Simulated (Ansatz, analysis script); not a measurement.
# Magnetovolume effects in a linear Ni chain, spacing 2.168 Å

How do the moments of a linear Ni chain, spacing 2.168 Å answer to compression and expansion?

Main program and level: Ansatz 0.2.0; PBE, PAW set soft_1.

This is a report of a sequence of runs, with most program output left out.

### Step 1. The starting structure

The cell holds 1 atom: 1 Ni. Its edges and angles: a = 12.000 Å, b = 12.000 Å, c = 2.168 Å, α = 90.0°, β = 90.0°, γ = 90.0°. An idealised lattice of chosen spacing, in vacuum. Vacuum lies along a and b. The structure's axis is c.

### Step 2. The collinear state

The work starts on two spin channels, which tell the size of the moments.

The input, input.yaml:

```yaml
crystal:
  lattice:
    - [12.0, 0.0, 0.0]
    - [0.0, 12.0, 0.0]
    - [0.0, 0.0, 2.168]
  atoms:
    - { symbol: Ni, position: [0.5, 0.5, 0.0], spin: 1.0 }
magnetization:
  spin_polarized: true
kpoints:
  mp_grid: { grid: [1, 1, 37] }
hamiltonian:
  xc: pbe
  pseudopotentials: { kind: paw, azcp: { folder: soft_1 } }
scf:
  occupations: { method: fermi_dirac, width: 0.05 }
  max_iter: 120
  convergence: { dr2_threshold: 1.0e-08 }
  lower_state_search: "off"
```

Command:

```
> ansatz run input.yaml --threads 2 --pin off --max-ram 5120MiB --backend cpu --events-out ev --progress --plain --runs-dir out
```

Elapsed: 5.2 s, on 2 threads of Arm Neoverse V2, shared host; peak memory 0.5 GiB; 10 s of CPU time.

Spin moment in the atom's sphere by atom:

| atom | spin moment in the atom's sphere (μB) |
| --- | --- |
| Ni1 | 1.09 |

The run ends ferromagnetic, with a net moment of 1.14 μB a cell. With one Ni atom carrying the moment, parallel order of its images is forced by the cell, not found.

### Step 3. Mesh refined

Levels at the Fermi energy are partly filled, so moments and energy differences can hang on the k-mesh, and the state is solved again on a denser one.

input.yaml, the sections that differ from step 2:

```yaml
crystal:
  lattice:
    - [12.0, 0.0, 0.0]
    - [0.0, 12.0, 0.0]
    - [0.0, 0.0, 2.168]
  atoms:
    - { symbol: Ni, position: [0.5, 0.5, 0.0], spin: 1.09 }
kpoints:
  mp_grid: { grid: [1, 1, 49] }
basis:
  ecutwfc: 420.0
checkpoint:
  read: start
  write: ck
  compress: false
  write_wavefunctions: false
  write_every: 100000
# magnetization, hamiltonian, scf: as in step 2
```

It took 7.3 s on 2 threads; peak memory 0.55 GiB.

Spin moment in the atom's sphere by atom:

```csv
atom,spin moment in the atom's sphere (μB)
Ni1,1.10
```

The run ends ferromagnetic, with a net moment of 1.14 μB a cell, against 1.14 μB on the first mesh.

The cell's length along the chain is scaled by the factor named; fractional positions stay, and energies count from the lowest run.

### Step 4. Factor 0.88, typed moments

Three starts at each size show whether high-spin, low-spin and non-magnetic states coexist. One mesh, built for the smallest cell, and one cutoff serve all sizes, so that energies can be subtracted.

input.yaml, the sections that differ from step 3:

```yaml
crystal:
  lattice:
    - [12.0, 0.0, 0.0]
    - [0.0, 12.0, 0.0]
    - [0.0, 0.0, 1.90784]
  atoms:
    - { symbol: Ni, position: [0.5, 0.5, 0.0], spin: 1.0 }
kpoints:
  mp_grid: { grid: [1, 1, 51] }
output:
  stress: true
# magnetization, hamiltonian, scf, basis: as in step 3
# checkpoint: removed
```

Command:

```
> ansatz run input.yaml --threads 1 --pin off --max-ram 2560MiB --backend cpu --events-out ev --progress --plain --runs-dir out
```

Run time: 18 s. Hardware: 1 thread; peak memory 0.51 GiB.

It ends ferromagnetic, with 0.984 μB on the largest site.

### Step 5. Factor 0.88, starting moments cut to 30 %

The density is converged from the given moments; the state reached depends on that start.

Edit input.yaml of step 4 so:

```diff
@@ -6,3 +6,3 @@
   atoms:
-    - { symbol: Ni, position: [0.5, 0.5, 0.0], spin: 1.0 }
+    - { symbol: Ni, position: [0.5, 0.5, 0.0], spin: 0.3 }
 magnetization:
```

It took 34 s on 1 thread; peak memory 0.51 GiB.

It ends ferromagnetic, with 0.984 μB on the largest site.

### Step 6. Factor 0.96, typed moments

Edit input.yaml of step 5 so:

```diff
@@ -4,5 +4,5 @@
     - [0.0, 12.0, 0.0]
-    - [0.0, 0.0, 1.90784]
+    - [0.0, 0.0, 2.08128]
   atoms:
-    - { symbol: Ni, position: [0.5, 0.5, 0.0], spin: 0.3 }
+    - { symbol: Ni, position: [0.5, 0.5, 0.0], spin: 1.0 }
 magnetization:
```

It took 16 s on 1 thread; peak memory 0.53 GiB.

It ends ferromagnetic, with 1.07 μB on the largest site.

Between step 4 and this run (scale 0.96) the value for the largest spin moment in the atom's sphere moves from 0.984 μB to 1.07 μB (+9 %).

### Step 7. Factor 1.05, typed moments

Edit input.yaml of step 6 so:

```diff
@@ -4,3 +4,3 @@
     - [0.0, 12.0, 0.0]
-    - [0.0, 0.0, 2.08128]
+    - [0.0, 0.0, 2.2764]
   atoms:
```

Elapsed: 15 s, on 1 thread; peak memory 0.55 GiB.

It ends ferromagnetic, with 1.12 μB on the largest site.

Between step 4 and this run (scale 1.05) the value for the largest spin moment in the atom's sphere moves from 0.984 μB to 1.12 μB (+14 %).

### Step 8. Factor 1.16, typed moments

Edit input.yaml of step 7 so:

```diff
@@ -4,3 +4,3 @@
     - [0.0, 12.0, 0.0]
-    - [0.0, 0.0, 2.2764]
+    - [0.0, 0.0, 2.51488]
   atoms:
```

It took 22 s on 1 thread; peak memory 0.59 GiB.

It ends ferromagnetic, with 1.17 μB on the largest site.

Between step 4 and this run (scale 1.16) the value for the largest spin moment in the atom's sphere moves from 0.984 μB to 1.17 μB (+18 %).

### Step 9. Factor 1.23, no spin

input.yaml, the sections that differ from step 8:

```yaml
crystal:
  lattice:
    - [12.0, 0.0, 0.0]
    - [0.0, 12.0, 0.0]
    - [0.0, 0.0, 2.66664]
  atoms:
    - { symbol: Ni, position: [0.5, 0.5, 0.0] }
scf:
  occupations: { method: fermi_dirac, width: 0.05 }
  max_iter: 120
  convergence: { dr2_threshold: 1.0e-08 }
# kpoints, hamiltonian, basis, output: as in step 8
# magnetization: removed
```

It took 10 s on 1 thread; peak memory 0.47 GiB.

This is the reference without moments at this size.

The other 18 runs of this kind were made alike; their results stand in the table below.

### Step 10. A run with settings changed

A test of how the program answers to a changed input.

The input, input.yaml:

```yaml
crystal:
  lattice:
    - [12.0, 0.0, 0.0]
    - [0.0, 12.0, 0.0]
    - [0.0, 0.0, 1.90784]
  atoms:
    - { symbol: Ni, position: [0.5, 0.5, 0.0], spin: 1.0 }
magnetization:
  spin_polarized: true
kpoints:
  mp_grid: { grid: [1, 1, 51] }
hamiltonian:
  xc: pbe
  noncollinear_xc: multicollinear
  pseudopotentials: { kind: paw, azcp: { folder: soft_1 } }
scf:
  occupations: { method: fermi_dirac, width: 0.05 }
  max_iter: 60
  convergence: { dr2_threshold: 1.0e-08 }
  lower_state_search: "off"
basis:
  ecutwfc: 420.0
output:
  stress: true
```

Command:

```
> ansatz run input.yaml --threads 2 --pin off --max-ram 5120MiB --backend cpu --events-out ev --progress --plain --runs-dir out
```

It took 0.02 s on 2 threads; peak memory 0.031 GiB.

The program refused the input before any cycle.

The program's message: “Error: inconsistent input (hamiltonian.noncollinear_xc, magnetization.noncollinear): multicollinear requires magnetization.noncollinear: true — the multicollinear treatment sphere-averages signed proj …”

The change that led to it: hamiltonian = {"noncollinear_xc": "multicollinear"}.

### Step 11. The curves

| factor | E typed (meV/atom) | E small | E no spin | largest moment, typed (μB) | small | state, typed | state, small |
| --- | --- | --- | --- | --- | --- | --- | --- |
| 0.88 | 452.7 | 452.7 | 473.1 | 0.98 | 0.98 | ferromagnetic | ferromagnetic |
| 0.92 | 178.7 | 178.7 | 260.8 | 1.04 | 1.04 | ferromagnetic | ferromagnetic |
| 0.96 | 41.8 | 41.8 | 170.9 | 1.07 | 1.07 | ferromagnetic | ferromagnetic |
| 1 | 0.0 | 0.0 | 163.9 | 1.09 | 1.09 | ferromagnetic | ferromagnetic |
| 1.05 | 35.5 | 35.5 | 230.0 | 1.12 | 1.12 | ferromagnetic | ferromagnetic |
| 1.1 | 130.4 | 130.4 | 345.7 | 1.15 | 1.15 | ferromagnetic | ferromagnetic |
| 1.16 | 286.2 | 286.2 | 517.0 | 1.17 | 1.17 | ferromagnetic | ferromagnetic |
| 1.23 | 488.9 | 488.9 | 732.0 | 1.18 | 1.18 | ferromagnetic | ferromagnetic |

### Step 12. Results

* lowest run: factor 1, typed moments
* largest moment, typed start: 0.984 μB at 0.88 to 1.18 μB at 1.23
* gain by magnetism: 20.4 to 243.1 meV/atom

From a factor of 0.88 to 1.23 the largest moment goes from 0.98 to 1.18 μB. The moment grows with the cell, as narrower bands favour. Site moments are taken in spheres that grow with the cell. Both magnetic starts, which share one pattern of signs, end on one state at every size; other orders were not tried. The cell's shape and the atoms were not relaxed. The 24 scaled-cell runs took 6.3 min of wall time, added up.

[Logs and program files are shortened in this print: banners, set-up blocks, solver, clock and traceback lines can be left out without a mark of their own.]

[Logs are printed without paths, hosts, clocks, repeated set-up lines and the standing remarks that a program may print on its own settings, such as how far it seeks lower states.]

[Hosts, paths, dates, database ids (printed as entryN), source tags and the programs' standing remarks are cut or masked in the printed files.]

[Where the input sets lower_state_search to off, the program did not look for lower states, so one may exist.]
